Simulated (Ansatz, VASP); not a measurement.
One calculation of Ge, two programs

The input INCAR:

```
  PREC = Accurate
  ENCUT = 520
  EDIFF = 1E-7
  ISMEAR = -1
  SIGMA = 0.05
  LREAL = F
  LASPH = T
  NELM = 60
  ALGO = Normal
  ISIF = 2
  LWAVE = F
  LCHARG = F
  GGA = PE
  NBANDS = 21
```

File KPOINTS:

```
regular mesh
0
Gamma
  11 11 11
```

Contents of POSCAR:

```
Ge
1.0
   -2.5744897190      2.5744897190      1.3974126432
    2.5744897190     -2.5744897190      1.3974126432
    2.5744897190      2.5744897190     -1.3974126432
Ge
2
Direct
    0.5000000000      0.5000000000      0.0000000000
    0.2500000000      0.7500000000      0.5000000000
```

input.yaml

```yaml
crystal:
  lattice:
    - [-2.574489719, 2.574489719, 1.3974126432]
    - [2.574489719, -2.574489719, 1.3974126432]
    - [2.574489719, 2.574489719, -1.3974126432]
  atoms:
    - { symbol: Ge, position: [0.5, 0.5, 0.0] }
    - { symbol: Ge, position: [0.25, 0.75, 0.5] }
hamiltonian:
  xc: pbe
  pseudopotentials: { kind: paw }
kpoints:
  mp_grid: { grid: [11, 11, 11] }
scf:
  occupations: { method: fermi_dirac, width: 0.05 }
output:
  forces: true
  stress: true
  eigenvalues: true
  write_density: true
  write_potential: true
  elf: true
  volumetric_format: npy
```

This isn't the form of Ge at room conditions, which is diamond.

Alike in both runs: task single point; functional PBE; k mesh 11 × 11 × 11; occupations fermi-dirac, width 0.05 eV; no spin polarisation.

```csv
,VASP,Ansatz
version,VASP 6.6.1,Ansatz 0.2.0
potentials or method,"VASP PAW PBE potentials, release 64 (Ge_d)",Ansatz PAW
plane-wave cutoff (eV),520,420
valence electrons in the cell,28,28
```

```csv
,VASP,Ansatz,Ansatz less VASP
gap on the k mesh at the Fermi level (eV),none,none,-
pressure (GPa),3.2,3.2,-0.03
largest component of the traceless stress (GPa),0.13,0.13,-0.001
```

A gap of «none» marks a metal or a gap that the smearing closes. With one functional, cell and mesh, what is left measures potentials, basis and numerics.
